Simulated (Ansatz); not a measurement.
Checking a converged run of VO$_{2}$

System: VO$_{2}$, a measured crystal structure (space group P4_2/mnm); the cell holds 6 atoms. Source: COD entry 1537412; the sample's temperature and pressure aren't taken into account, and it need not be the stable phase.

Level of theory: DFT, PBE, PAW, plane waves, scalar-relativistic (Ansatz development build ahead of 0.2.0).

```yaml
crystal:
  lattice:
    - [4.517, 0.0, 0.0]
    - [0.0, 4.517, 0.0]
    - [0.0, 0.0, 2.872]
  atoms:
    - { symbol: O, position: [0.3, 0.3, 0.0] }
    - { symbol: O, position: [0.2, 0.8, 0.5] }
    - { symbol: O, position: [0.7, 0.7, 0.0] }
    - { symbol: O, position: [0.8, 0.2, 0.5] }
    - { symbol: V, position: [0.0, 0.0, 0.0], spin: 0.8 }
    - { symbol: V, position: [0.5, 0.5, 0.5], spin: -0.8 }
magnetization:
  spin_polarized: true
hamiltonian:
  xc: pbe
  pseudopotentials: { kind: paw }
basis:
  ecutwfc: 420
kpoints:
  mp_grid: { grid: [4, 4, 7] }
scf:
  occupations: { method: gaussian, width: 0.05 }
  lower_state_search: "off"
output:
  forces: true
  stress: true
```

The run was started with:
```sh
ansatz run input.yaml --threads 2 --pin off --max-ram 5120MiB --backend cpu --events-out ev --progress --plain --runs-dir out
```

It took 5.9 s on 2 threads of Arm Neoverse V1, with other jobs on the host, peak memory 0.38 GiB.

The end of the output:

```
SCF converged after 18 iterations
Magnetization: 0.0001 μB (25.0001 up, 24.9999 down)
Absolute magnetization: 1.0149 μB (∫|ρ↑−ρ↓|, with the PAW one-centre terms)
Spin contamination: 0.4118 ħ² per cell (⟨S²⟩ above its minimum at these occupations)
Per-site moments (μB) at R_I (Å): [(-0.0027, 0.7905), (0.0027, 0.7905), (-0.0027, 0.7905), (0.0027, 0.7905), (0.3639, 0.7905), (-0.3639, 0.7905)]
Free energy (F): -8098.527801 eV
Harris-Foulkes:  -8098.527801 eV  (|F-HF|=8.22e-10)
Internal energy: -8098.521244 eV  (E = F + TS)
E sigma→0 (E₀):  -8098.524523 eV
Entropy (-TS):   -0.006557 eV (-1.093 meV/atom)
Fermi energy:    11.297844 eV
--- Forces (eV/Å), atoms counted from 1 ---
  atom   1  O      0.07850603     0.07850603     0.00000000
  atom   2  O     -0.07846945     0.07846945     0.00000000
  atom   3  O     -0.07850603    -0.07850603     0.00000000
  atom   4  O      0.07846945    -0.07846945     0.00000000
  atom   5  V     -0.00000000    -0.00000000     0.00000000
  atom   6  V      0.00000000     0.00000000     0.00000000
--- Stress (GPa, compression-positive) ---
        5.727071       0.000062       0.000000
        0.000062       5.727071       0.000000
        0.000000       0.000000      -5.110621
  P = ⅓ Tr σ = 2.1145 GPa (21.145 kbar)
```

The mesh is too coarse to rank close states of a metal with certainty: differences of some tens of meV/atom may change, at times in sign.

A semilocal functional without U tends to delocalise d and f electrons, and can give a metal where the real compound is an insulator.

Site moments are taken inside atomic spheres and don't add up to the total.

Question: Would you trust this as the ground state? If a lower solution is known, describe it.

Answer: No, on this mesh. A state 31.8 meV/atom (0.191 eV per cell) lower exists in this cell: ferromagnetic, site moments V5 0.83, V6 0.83 μB, total 2.00 μB per cell, no gap on the k-mesh. It was reached from: parallel moments, default search for lower states [V5 2.00, V6 2.00 μB]; opposed moments +-, default search for lower states [V5 2.00, V6 -2.00 μB]. The wrong state matters: the pressure is 3.8 GPa there against 2.1 GPa here, and forces differ by up to 0.17 eV/Å (largest force 0.06 there, 0.11 eV/Å here). States within about 5 meV/atom are too close for this mesh, smearing and search to settle their order. “Lowest” means lowest among the runs made in this cell.
